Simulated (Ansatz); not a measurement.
# Si: the cell at several levels of theory

Aim: relax Si built on the database structure prototype with PBE and r2SCAN and see how far the functionals disagree on the cell.

Program: Ansatz 0.2.0. PAW datasets, plane waves, zero pressure. Calculated at 0 K for a non-magnetic cell.

### 1 The cell

Space group C2/m (No. 12), monoclinic; conventional cell a = 13.829 Å, b = 3.846 Å, c = 6.333 Å, β = 96.8°, 20.90 Å³ an atom. Si has 4 Si at 2.34–2.38 Å; Si has 4 Si at 2.38–2.41 Å; Si has 4 Si at 2.32–2.34 Å; Si has 4 Si at 2.32–2.41 Å.

The structure in full:

```cif
data_structure
_symmetry_space_group_name_H-M 'C2/m'
_symmetry_Int_Tables_number 12
_cell_length_a 13.8285
_cell_length_b 3.8459
_cell_length_c 6.3330
_cell_angle_alpha 90.000
_cell_angle_beta 96.773
_cell_angle_gamma 90.000
_cell_volume 334.46
loop_
_atom_site_label
_atom_site_type_symbol
_atom_site_symmetry_multiplicity
_atom_site_Wyckoff_symbol
_atom_site_fract_x
_atom_site_fract_y
_atom_site_fract_z
_atom_site_occupancy
Si1 Si 4 i 0.05553 0.00000 0.87396 1
Si2 Si 4 i 0.05900 0.50000 0.65340 1
Si3 Si 4 i 0.21274 0.00000 0.05731 1
Si4 Si 4 i 0.22711 0.50000 0.58558 1
```

### 2 Relaxation with PBE

Input file input.yaml:

```yaml
crystal:
  lattice:
    - [6.9142654484, -1.922965415, 0.0]
    - [6.9142654484, 1.922965415, 0.0]
    - [-0.7468658507, 0.0, 6.2888139324]
  atoms:
    - { symbol: Si, position: [0.05552936, 0.05552936, 0.87396351] }
    - { symbol: Si, position: [0.94447064, 0.94447064, 0.12603649] }
    - { symbol: Si, position: [0.55899935, 0.55899935, 0.65339544] }
    - { symbol: Si, position: [0.44100065, 0.44100065, 0.34660456] }
    - { symbol: Si, position: [0.21274266, 0.21274266, 0.05730781] }
    - { symbol: Si, position: [0.78725734, 0.78725734, 0.94269219] }
    - { symbol: Si, position: [0.72710933, 0.72710933, 0.58557765] }
    - { symbol: Si, position: [0.27289067, 0.27289067, 0.41442235] }
kpoints:
  mp_grid: { grid: [6, 6, 4] }
hamiltonian:
  xc: pbe
scf:
  occupations: { method: fermi_dirac, width: 0.02 }
relax:
  f_tol: 0.005
  cell: {}
```

Command:

```
$ ansatz run input.yaml --threads 4 --pin off --max-ram 5529MiB --backend cpu --events-out ev --progress --plain --runs-dir out
```

After this run come: r2SCAN: cell and atoms.

Before running it: what results should come out? Wanted: for each run, a; b; c; β; volume; space group; SCF geometries.

As calculated:

| level | a (Å) | b (Å) | c (Å) | β (°) | volume (Å³/atom) | space group | SCF geometries |
| --- | --- | --- | --- | --- | --- | --- | --- |
| PBE | 13.907 | 3.871 | 6.361 | 96.826 | 21.252 | C2/m | 5 |
| r2SCAN | 13.839 | 3.851 | 6.335 | 96.776 | 20.954 | C2/m | 5 |

**Reading.** The first relaxation changed the volume by +1.7 % from the start. The volume runs from r2SCAN (least) to PBE (most), a spread of 1.4 %, or 0.5 % in length if all axes shared it alike.
